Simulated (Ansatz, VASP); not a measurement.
# One calculation of Ru, two programs

```
Ru
1.0
     2.72000    0.00000    0.00000
    -1.36000    2.35559    0.00000
     0.00000    0.00000    4.29677
Ru
2
Direct
  0.33333 0.66667 0.25000
  0.66667 0.33333 0.75000
```

Alike in both runs: functional PBE; k mesh 18 × 18 × 10; occupations gaussian, width 0.1 eV; no spin polarisation.

Ansatz relaxed the structure, and its values are those at the end. VASP's run is a single point on that final structure, the one shown.

|  | VASP | Ansatz |
| --- | --- | --- |
| version | VASP 6.6.1 | Ansatz 0.2.0 |
| potentials or method | VASP PAW PBE potentials, release 64 (Ru_pv) | scalar-relativistic, plane waves, PAW |
| plane-wave cutoff (eV) | 520 | 420 |
| valence electrons in the cell | 28 | 32 |

|  | VASP | Ansatz | Ansatz less VASP |
| --- | --- | --- | --- |
| gap on the k mesh at the Fermi level (eV) | none | none | - |
| pressure (GPa) | -0.1 | 0.0 | +0.10 |

A gap of «none» marks a metal or a gap that the smearing closes. The two sets of potentials don't hold the same shells in valence.
